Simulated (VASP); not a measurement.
# NiO (Fm-3m) in VASP: further runs, part 3 of 3

VASP 6.6.1.

## 5. Elastic constants, LDA, collinear spin, antiferromagnetic start

POSCAR reads:

```
NiO
1.0
    4.1800000000      2.0900000000      2.0900000000
    2.0900000000      4.1800000000      2.0900000000
    2.0900000000      2.0900000000      4.1800000000
Ni O
2 2
Direct
    0.0000000000      0.0000000000      0.0000000000
    0.5000000000      0.5000000000      0.5000000000
    0.2500000000      0.2500000000      0.2500000000
    0.7500000000      0.7500000000      0.7500000000
```

INCAR.step1 reads:

```
SYSTEM = NiO
PREC = Accurate
ENCUT = 600
EDIFF = 1E-8
ISMEAR = 0
SIGMA = 0.15
LREAL = .False.
LASPH = .True.
NELM = 150
ALGO = Fast
ISIF = 3
LWAVE = .False.
LCHARG = .False.
ISPIN = 2
MAGMOM = 2 -2 0 0
LORBIT = 11
LMAXMIX = 4
IBRION = 2
NSW = 40
EDIFFG = -0.002
KPAR = 4
```

INCAR.step2 reads:

```
SYSTEM = NiO
PREC = Accurate
ENCUT = 600
EDIFF = 1E-8
ISMEAR = 0
SIGMA = 0.15
LREAL = .False.
LASPH = .True.
NELM = 150
ALGO = Fast
ISIF = 3
LWAVE = .False.
LCHARG = .False.
ISPIN = 2
MAGMOM = 2 -2 0 0
LORBIT = 11
LMAXMIX = 4
IBRION = 6
NFREE = 2
POTIM = 0.015
NSW = 1
KPAR = 4
```

KPOINTS reads:

```
Automatic mesh
0
Gamma
  7 7 7
  0 0 0
```

Potentials or basis: VASP PAW LDA potentials, release 64 (Ni, O).

On the command line:

```bash
$ cat potpaw_LDA.64/Ni/POTCAR potpaw_LDA.64/O/POTCAR > POTCAR
$ cp INCAR.step1 INCAR
$ mpirun -np 4 vasp_std > vasp.out
$ cp CONTCAR POSCAR
$ cp INCAR.step2 INCAR
$ mpirun -np 4 vasp_std > vasp.out
```

OUTCAR:

```text
SYSTEM = NiO
   PREC = Accurate
   ENCUT = 600
   EDIFF = 1E-8
   ISMEAR = 0
   LREAL = .False.
   LASPH = .True.
   NELM = 150
   ISIF = 3
   ISPIN = 2
   LORBIT = 11
   IBRION = 6
   NFREE = 2
   POTIM = 0.015
   NSW = 1

 ion  position               nearest neighbor table
   1  0.000  0.000  0.000-   4 2.03   4 2.03   4 2.03   3 2.03   3 2.03   3 2.03   2 2.86   2 2.86
                             2 2.86   2 2.86   2 2.86   2 2.86
   2  0.500  0.500  0.500-   3 2.03   3 2.03   3 2.03   4 2.03   4 2.03   4 2.03   1 2.86   1 2.86
                             1 2.86   1 2.86   1 2.86   1 2.86
   3  0.250  0.250  0.250-   1 2.03   1 2.03   1 2.03   2 2.03   2 2.03   2 2.03
   4  0.750  0.750  0.750-   2 2.03   2 2.03   2 2.03   1 2.03   1 2.03   1 2.03

  LATTYP: Found a trigonal (rhomboedric) cell.
 ALAT       =     4.9385532662
 COS(alpha) =     0.8297547555

  Lattice vectors:

 A1 = (   4.0430552517,   2.0053693669,   2.0053693669)
 A2 = (   2.0053693669,   4.0430552517,   2.0053693669)
 A3 = (   2.0053693669,   2.0053693669,   4.0430552517)

Analysis of symmetry for initial positions (statically):
=====================================================================
 Subroutine PRICEL returns following result:

  LATTYP: Found a trigonal (rhomboedric) cell.
 ALAT       =     2.8589174478
 COS(alpha) =     0.4919911901
[... 12 lines left out ...]
 Subroutine GETGRP returns: Found 12 space group operations
 (whereof 12 operations were pure point group operations)
 out of a pool of 12 trial point group operations.

The static configuration has the point symmetry D_3d.

Analysis of symmetry for dynamics (positions and initial velocities):
=====================================================================
 Subroutine PRICEL returns following result:

[... 1575 lines left out ...]
  x     0.00000     0.00000     0.00000     0.00000     0.00000     0.00000
  y     0.00000     0.00000     0.00000     0.00000     0.00000     0.00000
  z     0.00000     0.00000     0.00000     0.00000     0.00000     0.00000

 INTERNAL STRAIN TENSOR FOR ION    4 for displacements in x,y,z  (eV/Angst):
          X           Y           Z          XY          YZ          ZX
  --------------------------------------------------------------------------------
  x     0.00000     0.00000     0.00000     0.00000     0.00000     0.00000
  y     0.00000     0.00000     0.00000     0.00000     0.00000     0.00000
  z     0.00000     0.00000     0.00000     0.00000     0.00000     0.00000

 Eigenvectors and eigenvalues of the dynamical matrix
 ----------------------------------------------------

   1 f  =   12.767583 THz    80.221092 2PiTHz  425.880736 cm-1    52.802458 meV
             X         Y         Z           dx          dy          dz
      0.000000  0.000000  0.000000    -0.000000    0.000000   -0.000000
      4.026897  4.026897  4.026897    -0.000000    0.000000   -0.000000
      2.013448  2.013448  2.013448    -0.408248   -0.408248   -0.408248
      6.040345  6.040345  6.040345     0.408248    0.408248    0.408248
[... 71 lines left out ...]
  12 f/i=    0.008267 THz     0.051945 2PiTHz    0.275766 cm-1     0.034191 meV
             X         Y         Z           dx          dy          dz
      0.000000  0.000000  0.000000    -0.362043   -0.362043   -0.362043
      4.026897  4.026897  4.026897    -0.362043   -0.362043   -0.362043
      2.013448  2.013448  2.013448    -0.188657   -0.188657   -0.188657
      6.040345  6.040345  6.040345    -0.188657   -0.188657   -0.188657

--------------------------------------------------------------------------------------------------------

 ELASTIC MODULI CONTR FROM IONIC RELAXATION (kBar)
 Direction    XX          YY          ZZ          XY          YZ          ZX
 --------------------------------------------------------------------------------
 XX           0.0000      0.0000      0.0000      0.0000      0.0000      0.0000
 YY           0.0000      0.0000      0.0000      0.0000      0.0000      0.0000
 ZZ           0.0000      0.0000      0.0000      0.0000      0.0000      0.0000
 XY           0.0000      0.0000      0.0000      0.0000      0.0000      0.0000
 YZ           0.0000      0.0000      0.0000      0.0000      0.0000      0.0000
 ZX           0.0000      0.0000      0.0000      0.0000      0.0000      0.0000
 --------------------------------------------------------------------------------

 TOTAL ELASTIC MODULI (kBar)
 Direction    XX          YY          ZZ          XY          YZ          ZX
 --------------------------------------------------------------------------------
 XX        4349.0048   1654.4416   1654.4416    -18.0920    -13.9623    -18.0935
 YY        1654.4416   4349.0048   1654.4416    -18.0935    -18.0920    -13.9623
 ZZ        1654.4416   1654.4416   4349.0048    -13.9623    -18.0935    -18.0920
 XY         -18.0920    -18.0935    -13.9623    506.1770      0.5738      0.5738
 YZ         -13.9623    -18.0920    -18.0935      0.5738    506.1770      0.5738
 ZX         -18.0935    -13.9623    -18.0920      0.5738      0.5738    506.1770
 --------------------------------------------------------------------------------

 total charge

# of ion       s       p       d       tot
------------------------------------------
    1        0.363   0.477   8.381   9.221
    2        0.363   0.477   8.381   9.221
    3        1.551   3.414   0.000   4.964
    4        1.551   3.414   0.000   4.964
--------------------------------------------------
tot          3.827   7.781  16.762  28.369

 magnetization (x)

# of ion       s       p       d       tot
------------------------------------------
    1       -0.011  -0.013   1.103   1.079
    2        0.011   0.013  -1.103  -1.079
    3        0.000   0.000   0.000   0.000
    4        0.000   0.000   0.000   0.000
--------------------------------------------------
tot          0.000   0.000   0.000   0.000
```

OUTCAR.step1:

```text
SYSTEM = NiO
   PREC = Accurate
   ENCUT = 600
   EDIFF = 1E-8
   ISMEAR = 0
   LREAL = .False.
   LASPH = .True.
   NELM = 150
   ISIF = 3
   ISPIN = 2
   LORBIT = 11
   IBRION = 2
   NSW = 40
[... 1616 lines left out ...]
    1        0.363   0.477   8.381   9.220
    2        0.363   0.477   8.381   9.220
    3        1.550   3.414   0.000   4.964
    4        1.550   3.414   0.000   4.964
--------------------------------------------------
tot          3.826   7.782  16.762  28.370

 magnetization (x)

# of ion       s       p       d       tot
------------------------------------------
    1       -0.011  -0.013   1.103   1.079
    2        0.011   0.013  -1.103  -1.079
    3        0.000   0.000   0.000   0.000
    4        0.000   0.000   0.000   0.000
--------------------------------------------------
tot          0.000   0.000   0.000   0.000
```

OSZICAR.step1:

```text
N       E                     dE             d eps       ncg     rms          rms(c)
DAV:   1     0.269024534963E+03    0.26902E+03   -0.17157E+04  3584   0.235E+03
[... 127 lines left out ...]
RMM:   2    -0.270466120936E+02    0.34037E-04   -0.93132E-05  3536   0.127E-01    0.323E-02
RMM:   3    -0.270466080062E+02    0.40874E-05   -0.40460E-05  3566   0.660E-02    0.205E-02
RMM:   4    -0.270466052539E+02    0.27522E-05   -0.71956E-06  3582   0.303E-02    0.664E-03
RMM:   5    -0.270466047075E+02    0.54643E-06   -0.15697E-06  3630   0.109E-02    0.354E-03
RMM:   6    -0.270466046565E+02    0.51070E-07   -0.54056E-07  3622   0.700E-03    0.157E-03
RMM:   7    -0.270466046373E+02    0.19182E-07   -0.90286E-08  3254   0.274E-03    0.775E-04
RMM:   8    -0.270466046392E+02   -0.19731E-08   -0.26270E-08  2258   0.135E-03
  10 F= -.27046605E+02 E0= -.27046436E+02  d E =-.502862E-05  mag=     0.0000
```

It took 41 min on 4 MPI ranks of Intel Xeon Platinum 8488C (Sapphire Rapids), shared host; peak memory 0.57 GiB.

Results:

| Item | Value |
| --- | --- |
| Relaxed volume | 8.36 Å³/atom |
| Relaxed cell | a = 4.939 Å, b = 4.939 Å, c = 4.939 Å, α = 33.93°, β = 33.93°, γ = 33.93° |
| Space group after relaxing (to 0.05 Å) | Fm-3m (No. 225) |
| Net moment | 0.00 μB per cell |
| Site moments | Ni +1.08, -1.08; O +0.00 μB |
| Valence electrons inside the program's atomic spheres | Ni 9.22; O 4.96 |
| Elastic constants C11, C12, C44 | 435, 165, 51 GPa |
| Voigt bulk modulus | 255 GPa |
| Highest phonon frequency at Γ, LO-TO splitting left out | 426 cm⁻¹ |

Step by step:
```tsv
step	energy change (eV)	largest force (eV/Å)	pressure (GPa)	volume (Å³)
1	0.0000	0.0000	-18.26	36.52
2	-0.0647	0.0000	19.91	31.29
3	-0.1903	0.0000	-0.18	33.47
4	-0.1903	0.0000	0.27	33.41
5	-0.1907	0.0000	-0.21	33.47
6	-0.1907	0.0000	-0.50	33.51
7	-0.1910	0.0000	-0.31	33.48
8	-0.1911	0.0000	0.23	33.41
9	-0.1911	0.0000	0.09	33.43
10	-0.1911	0.0000	0.02	33.44
```

Final structure:
```
Ni O
1.0
     4.04306    2.00537    2.00537
     2.00537    4.04306    2.00537
     2.00537    2.00537    4.04306
Ni O
2 2
Direct
  0.00000 0.00000 0.00000
  0.50000 0.50000 0.50000
  0.25000 0.25000 0.25000
  0.75000 0.75000 0.75000
```

Phonon frequencies in cm⁻¹ (negative: imaginary):
| q point | frequencies |
| --- | --- |
| (0.000, 0.000, 0.000) | 0 0 0 194 194 250 250 273 337 391 391 426 |

Elastic tensor in Voigt notation (GPa, in the Cartesian axes of the cell as first typed):
```
435 165 165  -1  -2  -2
165 435 165  -2  -1  -2
165 165 435  -2  -2  -1
 -1  -2  -2  51   0   0
 -2  -1  -2   0  51   0
 -2  -2  -1   0   0  51
```

Clamped-ion elastic tensor (GPa):
```
435 165 165  -1  -2  -2
165 435 165  -2  -1  -2
165 165 435  -2  -2  -1
 -1  -2  -2  51   0   0
 -2  -1  -2   0  51   0
 -2  -2  -1   0   0  51
```

## 6. Overview

```tsv
level	potentials or basis	U	moment (μB)
PBEsol	VASP PAW PBE potentials, release 64 (Ni, O)	-	0.00
PBE+U	VASP PAW PBE potentials, release 64 (Ni, O)	Ni d U = 5.0 eV	0.00
PBE	VASP PAW PBE potentials, release 64 (Ni, O)	-	0.00
LDA	VASP PAW LDA potentials, release 64 (Ni, O)	-	0.00
```

Alike in all rows: task elastic constants; spin collinear, antiferromagnetic start; cell relaxed; k mesh 7 × 7 × 7; cutoff (eV) 600; smearing gaussian 0.15 eV.

Caveats: the PAW data sets were made with another functional, which shifts forces and pressure a little (some runs).

Total energies depend on the potentials used, so only differences within one code and one set of settings carry meaning.
